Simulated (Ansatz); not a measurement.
**PbSe (rocksalt structure)**

**The experiment.** The Crystallography Open Database holds a measured cell of cubic PbSe (space group Fm-3m) at 298 K (1987, doi:10.1107/S0108270187091509): a = 6.121 Å, 28.67 Å³/atom.

Computed with Ansatz (plane waves, PAW, 500 eV cutoff): r²SCAN, scalar-relativistic, no spin polarisation, 10×10×10 k-mesh, Gaussian smearing of 0.05 eV; PAW files: Ansatz's generated set soft_2.

```
CELL_PARAMETERS angstrom
0.00000 3.08899 3.08899
3.08899 0.00000 3.08899
3.08899 3.08899 0.00000
ATOMIC_POSITIONS crystal
Pb 0.50000 0.50000 0.50000
Se 0.00000 0.00000 0.00000
```

The start was a prototype's sites filled with these elements; the Crystallography Open Database holds the compound in this structure.

The cell above was scaled in volume, its shape and atoms being fixed by the lattice's symmetry. Energies are counted from the cell above.

The cell is relaxed to zero pressure at this level.

```tsv
V (Å³/atom)	ΔE (meV/atom)	P from the stress (GPa)
28.296	8.15	2.30
28.885	1.96	1.09
29.475	0.00	0.00
30.064	1.83	-0.98
30.654	7.06	-1.85
31.538	20.54	-3.00
```

Problem. Do the energies and the pressures agree? Compare −ΔE/ΔV between neighbouring points (1 meV/Å³ = 0.1602 GPa) with the mean of their pressures.

Solution. 
```json
{"interval (Å³/atom)": "28.30 to 28.89", "−ΔE/ΔV (GPa)": "1.7", "mean P (GPa)": "1.7"}
{"interval (Å³/atom)": "28.89 to 29.47", "−ΔE/ΔV (GPa)": "0.5", "mean P (GPa)": "0.5"}
{"interval (Å³/atom)": "29.47 to 30.06", "−ΔE/ΔV (GPa)": "-0.5", "mean P (GPa)": "-0.5"}
{"interval (Å³/atom)": "30.06 to 30.65", "−ΔE/ΔV (GPa)": "-1.4", "mean P (GPa)": "-1.4"}
{"interval (Å³/atom)": "30.65 to 31.54", "−ΔE/ΔV (GPa)": "-2.4", "mean P (GPa)": "-2.4"}
```
They differ by 0.02 GPa at most.

Problem. What do the two routes give for V0, B0 and B0′?

Solution. A third-order Birch–Murnaghan fit of the energies: V0 = 29.47 Å³/atom, B0 = 51 GPa, B0′ = 4.4. A polynomial of P in ln V, with B = −dP/d ln V at P = 0: V0 = 29.47 Å³/atom, B0 = 51 GPa, B0′ = 4.4.

B0·V0 = 51.5 GPa × 29.47 Å³ = 9.47 eV/atom sets the scale: near the minimum ΔE ≈ ½ B0 V0 x², with x = V/V0 − 1, and a pressure of 0.5 GPa squeezes the volume by about 1 %. At the ends of the curve: x = −4.0 % predicts 7.6 meV/atom and the run gives 8.1; x = +7.0 % predicts 23.2 meV/atom and the run gives 20.5. The curve is steeper than the parabola on the compressed side and flatter on the expanded side: the bulk modulus rises with pressure.

**Comparison.** The computed cell (6.178 Å, 29.47 Å³/atom) differs from the database's by +2.8 % in volume, about +0.9 % in length. The static lattice lacks zero-point motion and thermal expansion, roughly 0.8 to 2.0 % in volume at 298 K by Grüneisen's rule, γ·3k_BT/(B0·V0) with γ of 1 to 2.5, so this level's own overestimate is larger than the figure, nearer 3.6 to 4.8 %. Spin–orbit coupling, left out, also moves the volume of such heavy elements' compounds.

For elements this heavy, spin–orbit coupling would shift levels and gaps; it isn't included here.
